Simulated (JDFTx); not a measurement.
Input of a JDFTx 1.7.0 (patched build) run:

The input AlN.in:

```
lattice \
    0.0000000000     2.1839935596     2.1839935596 \
    2.1839935596     0.0000000000     2.1839935596 \
    2.1839935596     2.1839935596     0.0000000000
latt-scale 1.889726124626 1.889726124626 1.889726124626
coords-type Lattice
ion Al     0.0000000000     0.0000000000     0.0000000000 1
ion N      0.2500000000     0.2500000000     0.2500000000 1

ion-species pseudo/Al.upf
ion-species pseudo/N.upf
elec-cutoff 42 336
elec-ex-corr hyb-HSE06
kpoint-folding 4 4 4
elec-smearing Fermi 0.0018374661
elec-n-bands 9
electronic-SCF nIterations 100 energyDiffThreshold 1e-07
electronic-minimize nIterations 30 energyDiffThreshold 1e-7
converge-empty-states yes
forces-output-coords Cartesian

dump-name run.$VAR
dump End Ecomponents EigStats BandEigs Kpoints Forces Stress
```

Potentials or basis: PseudoDojo-SR-PBE-0.5-standard with smoothed tails.

Launch:

```sh
$ jdftx -c 1 -i AlN.in -o AlN.out
```

(1) Estimate the band gap on the k mesh.

(2) Predict the pressure.

Answers

(1) 4.53 eV, indirect (least direct gap 5.57 eV).

(2) 1.2 GPa.

Caveat: the k mesh is coarse (spacing up to 0.62 Å⁻¹), so the values aren't converged, least of all with exact exchange; this program's HSE differs a little from the usual definition; the hybrid runs on potentials with a model core; the potentials were made for another functional, which shifts forces and pressure.
